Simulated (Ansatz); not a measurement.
Contact densities of Y against volume

```
Y
1.0
     3.65150    0.00000    0.00000
    -1.82575    3.16229    0.00000
     0.00000    0.00000    5.74740
Y
2
Direct
  0.33333 0.66667 0.25000
  0.66667 0.33333 0.75000
```

Atom numbers follow the list: Y1, Y2.

The cell is COD entry 1539818, as deposited and not checked against the literature; nothing was relaxed.

Level of theory: DFT, PBE, all-electron PAW with datasets made for the crystal, scalar-relativistic in Ansatz 0.2.0.

Numerical set-up: a Γ-centred 12×12×7 k mesh, Fermi–Dirac smearing of 0.08 eV, cutoff 200 eV (chosen by the program for this cell), no spin polarisation.

The contact density is the mean electron density over the nuclear volume; its changes follow the s electrons' response to bonding and compression. Changes below are taken from the unscaled cell, where it is 443980 e/Å³ at Y1.

The datasets are made afresh for each cell, so very small changes are uncertain.

(1) Does compression raise or lower the contact density at Y1?

(2) Tabulate the changes with volume.

## Answers

(1) It raises it, by 1.86 e/Å³ over the whole range.

(2) 
```tsv
V/V(cell)	P (GPa)	Δρ(0) Y1 (e/Å³)
0.9600	1.4	0.98
1.0000	-0.3	0.00
1.0400	-1.8	-0.88
```
